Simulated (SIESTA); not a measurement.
The system is MnS.

```xyz
2
Lattice="0.0000 2.6045 2.6045 2.6045 0.0000 2.6045 2.6045 2.6045 0.0000" Properties=species:S:1:pos:R:3 pbc="T T T"
Mn    0.0000    0.0000    0.0000
S     2.6045    2.6045    2.6045
```

Base run:

```yaml
Program: SIESTA 5.4.2
Functional: PBE
Potentials_or_basis: PseudoDojo 0.4 standard (PBE files)
Basis: DZP (energy shift 0.003 Ry; two zetas on semicore shells)
Grid_cutoff: 800 Ry
Energy_shift: 0.003 Ry
k_mesh: 9 × 9 × 9
Occupations: fermi-dirac, width 0.05 eV
Spin: collinear spin, ferromagnetic start
Starting_moments: "[4.0, 0.0] μB"
```

Its results: band gap on the k mesh none (metal or under the smearing width); pressure -1.4 GPa; net moment 4.79 μB per cell; site moments Mn +4.64; S +0.15 μB.

Question: After a change of settings the same cell gave: band gap on the k mesh none (metal or under the smearing width); pressure 2.7 GPa; net moment 4.70 μB per cell; site moments Mn +4.51; S +0.19 μB. Which change was it?
A. functional from PBE to BLYP
B. functional from PBE to AM05; potentials or basis from PseudoDojo 0.4 standard (PBE files) to PseudoDojo 0.4 standard (PBEsol files)
C. functional from PBE to LDA; potentials or basis from PseudoDojo 0.4 standard (PBE files) to PseudoDojo 0.4 standard (LDA files)
D. basis from DZP (energy shift 0.003 Ry; two zetas on semicore shells) to DZP (energy shift 0.002 Ry); energy shift from 0.003 Ry to 0.002 Ry

Answer: A.

BLYP binds less tightly than PBE, so the same cell stands under more pressure.

Caveats: short orbitals over semicore shells can move pressures by several GPa; the basis of atomic orbitals isn't converged, which shifts pressures, moduli and gaps; a cell with one magnetic atom can't hold antiferromagnetic order, which such compounds often take; semilocal functionals often make such compounds metallic where correlation or magnetic order opens a gap, which also shifts bond lengths; the potentials were made for another functional, which shifts forces and pressure (some runs).

Not every run made on this cell is shown here.
